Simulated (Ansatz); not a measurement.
# simple cubic against fcc along group 5

Method: DFT, revPBE, plane waves (420 eV) with PAW, scalar-relativistic in Ansatz. The PAW files were generated under PBE, with cores re-solved for the functional.

Each structure is relaxed within its symmetry, in the lowest magnetic state of the tried starts. Differences under about 8 meV lie within the error of the k-point mesh.

```
element  E(simple cubic) − E(fcc) (meV/atom)  V(simple cubic) (Å³/atom)  V(fcc) (Å³/atom)  state of simple cubic       state of fcc
      V                                  609                      14.95             14.16      spin not included  spin not included
     Nb                                    ?                          ?                 ?                      ?                  ?
     Ta                                  893                      20.91             19.06      spin not included  spin not included
```

Q: Fill in the row of Nb.

A: E(simple cubic) − E(fcc) (meV/atom): 665; V(simple cubic) (Å³/atom): 20.41; V(fcc) (Å³/atom): 19.03; state of simple cubic: spin not included; state of fcc: spin not included.
